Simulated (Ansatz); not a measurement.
System: cubic perovskite LaAlO3 (cubic high-temperature phase). Method: r²SCAN+SOC (Ansatz, a first-principles code, plane waves, PAW).

Numerical settings: plane-wave cutoff 560 eV, 10×10×10 k mesh, Fermi–Dirac smearing 0.01 eV, PAW data made under PBE.

Energies at three volumes about the minimum:

```json
[
 {"V (Å³/atom)": "10.643", "E − E_lowest (meV/atom)": "2.99"},
 {"V (Å³/atom)": "10.860", "E − E_lowest (meV/atom)": "0.00"},
 {"V (Å³/atom)": "11.078", "E − E_lowest (meV/atom)": "2.76"}
]
```

Task: Fit a parabola by hand: where is the minimum, what lattice constant follows, and what is the bulk modulus?

Result: Slopes: (0.00 − 2.99)/(10.860 − 10.643) = -13.779 and (2.76 − 0.00)/(11.078 − 10.860) = 12.661 meV/Å³. Curvature E″ = 2 × (12.661 − (-13.779))/(11.078 − 10.643) = 121.563 meV/Å⁶. From the middle of the first interval, the slope vanishes at V0 = 10.7515 − (-13.779)/121.563 = 10.865 Å³/atom. B = V0 E″ = 10.865 × 121.563 meV/Å³ × 0.1602 GPa per meV/Å³ = 212 GPa. With 5 atoms in the cube, a = (5 × 10.865)^(1/3) = 3.787 Å. The full Birch–Murnaghan fit to all volumes gives V0 = 10.861 Å³/atom and B0 = 212 GPa.

Measured, for comparison: bulk modulus 215 ± 4 GPa (room temperature, no zero-point or thermal correction, cubic phase above 14 GPa, extrapolated to zero pressure; as tabulated in Guennou et al. (2011), arXiv:1105.1276). Computed (rounded) less measured: bulk modulus -1 % (inside the measured uncertainty).

Note: the relaxation could not lower the start's symmetry, so the cell can be a saddle point above a distorted one.
